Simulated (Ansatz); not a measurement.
# CuCl: how the settings move a single-point run

Aim: see which settings change the result for CuCl, by how much, and at what cost.

Method: reference: DFT, PBE, plane waves, PAW, in Ansatz 0.2.0.

2 further runs of the same task are left out: 2 that didn't finish.

## Step 1: The starting structure

It takes space group F-43m (No. 216, cubic). The conventional cell has a = 5.358 Å, b = 5.358 Å, c = 5.358 Å, α = 90.00°, β = 90.00°, γ = 90.00°. Around Cu (site symmetry -43m) lie 4 Cl at 2.32 Å. Cl (site symmetry -43m) is surrounded by 4 Cu at 2.32 Å.

As a file:

```cif
data_structure
_symmetry_space_group_name_H-M 'F-43m'
_symmetry_Int_Tables_number 216
_cell_length_a 5.3575
_cell_length_b 5.3575
_cell_length_c 5.3575
_cell_angle_alpha 90.000
_cell_angle_beta 90.000
_cell_angle_gamma 90.000
_cell_volume 153.78
loop_
_atom_site_label
_atom_site_type_symbol
_atom_site_symmetry_multiplicity
_atom_site_Wyckoff_symbol
_atom_site_fract_x
_atom_site_fract_y
_atom_site_fract_z
_atom_site_occupancy
Cu1 Cu 4 a 0.00000 0.00000 0.00000 1
Cl1 Cl 4 d 0.25000 0.25000 0.75000 1
```

## Step 2: Baseline

input.yaml reads:

```yaml
crystal:
  lattice:
    - [0.0, 2.6787561836, 2.6787561836]
    - [2.6787561836, 0.0, 2.6787561836]
    - [2.6787561836, 2.6787561836, 0.0]
  atoms:
    - { symbol: Cu, position: [0.0, 0.0, 0.0] }
    - { symbol: Cl, position: [0.25, 0.25, 0.25] }
kpoints:
  mp_grid: { grid: [6, 6, 6] }
hamiltonian:
  xc: pbe
scf:
  occupations: { method: fixed }
  n_extra_bands: 4
output:
  forces: true
  stress: true
  eigenvalues: true
```

Command:

```console
> ansatz run input.yaml --threads 4 --pin off --max-ram 3686MiB --backend cpu --events-out ev --progress --plain --runs-dir out
```

## Step 3: Variant: xc_grid 3

input.yaml, as its differences from that of step 2:

```diff
@@ -19 +19,3 @@
   eigenvalues: true
+basis:
+  xc_grid: 3
```

## Step 4: The same system, input altered

input.yaml, as its differences from that of step 2:

```diff
@@ -14,3 +14,3 @@
   occupations: { method: fixed }
-  n_extra_bands: 4
+  n_extra_bands: 0
 output:
```

## Step 6: Variant: xc mr2scan

input.yaml, as its differences from that of step 2:

```diff
@@ -11,3 +11,3 @@
 hamiltonian:
-  xc: pbe
+  xc: mr2scan
 scf:
```

## Step 7: Changing settings: mp_grid.shift [0, 0, 0.5], xc hse06

input.yaml, as its differences from that of step 2:

```diff
@@ -9,5 +9,5 @@
 kpoints:
-  mp_grid: { grid: [6, 6, 6] }
+  mp_grid: { grid: [6, 6, 6], shift: [0, 0, 0.5] }
 hamiltonian:
-  xc: pbe
+  xc: hse06
 scf:
```

(Steps that only read results are left out.)

**Question.** What will these runs give? Wanted: for each run, ending; energy change; pressure; gap; force.

The runs gave:

```csv
run,ending,energy change,pressure (GPa),gap (eV),force (eV/Å),cycles,time
reference,converged,0,2.0,0.59,0.00,7,4.6 s
1: xc_grid 3,converged,0.0 meV/atom,2.0,0.59,0.00,7,3.6 s
2: n_extra_bands 0,converged,0.0 meV/atom,2.0,0.59,0.00,6,2.8 s
3: xc mr2scan,converged,not comparable,0.0,0.97,0.00,7,7.3 s
"4: mp_grid.shift [0, 0, 0.5], xc hse06",converged,not comparable,2.6,2.77,0.00,15,2 min
```

Residual by cycle in the longest SCF loop of each run; runs are numbered as in the table. The quantity is the density residual dr2, in eV.

```csv
cycle,reference,run 1,run 2,run 3,run 4
1,8.5e-5,8.6e-5,1.8e-4,0.15,0.363
2,5.7e-5,5.7e-5,2.8e-4,0.177,0.218
3,2.9e-5,2.9e-5,1.9e-5,0.00132,0.0114
4,8.3e-6,8.2e-6,4.1e-6,5.5e-4,0.00302
5,4.4e-6,4.4e-6,3.4e-7,6.8e-5,2.9e-5
6,8.9e-7,8.9e-7,4.7e-8,1.5e-7,2.1e-5
7,7.7e-9,7.6e-9,-,2.2e-9,9.6e-7
```

What this shows: Of the converged runs whose energies compare with the reference's, none moves it noticeably. Of the variants the dearest is «mp_grid.shift [0, 0, 0.5], xc hse06» (2 min), the cheapest «n_extra_bands 0» (2.8 s), on a shared host.
